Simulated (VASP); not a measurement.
HfB, 4 atoms in the cell. Symmetry: Fm-3m, No. 225, cubic system. The conventional cell has a = 4.906 Å, b = 4.906 Å, c = 4.906 Å, α = 90.00°, β = 90.00°, γ = 90.00°. Around Hf (site symmetry m-3m) lie 6 B at 2.45 Å. Around B (site symmetry m-3m) lie 6 Hf at 2.45 Å.  The cell isn't the ideal one: equal strain along all axes, cell held, atoms relaxed: +1.5 %.

```yaml
Program: VASP 6.6.1
Task: single point
Functional: PBE
Potentials_or_basis: VASP PAW PBE potentials, release 64 (Hf_pv, B)
Cutoff: 520 eV
k_mesh: 12 × 12 × 10
Occupations: gaussian, width 0.1 eV
Spin: no spin polarisation
Dipole_correction: no
Further_INCAR_settings: ALGO = Normal; EDIFF = 1e-07; NBANDS = 21
```

Potentials or basis: VASP PAW PBE potentials, release 64 (Hf_pv, B).

Launch:

```console
$ cat potpaw_PBE.64/Hf_pv/POTCAR potpaw_PBE.64/B/POTCAR > POTCAR
$ mpirun -np 1 vasp_std > vasp.out
```

Hardware: 1 thread of Intel(R) Xeon(R) 6975P-C (Granite Rapids), on a shared host.

**Question.** How long does it take, and how much memory?

**Answer.** Wall time 68 s on 1 thread of Intel(R) Xeon(R) 6975P-C (Granite Rapids), with other jobs on the host, peak memory 0.31 GiB. Counts: scf iterations 13, k points 168.
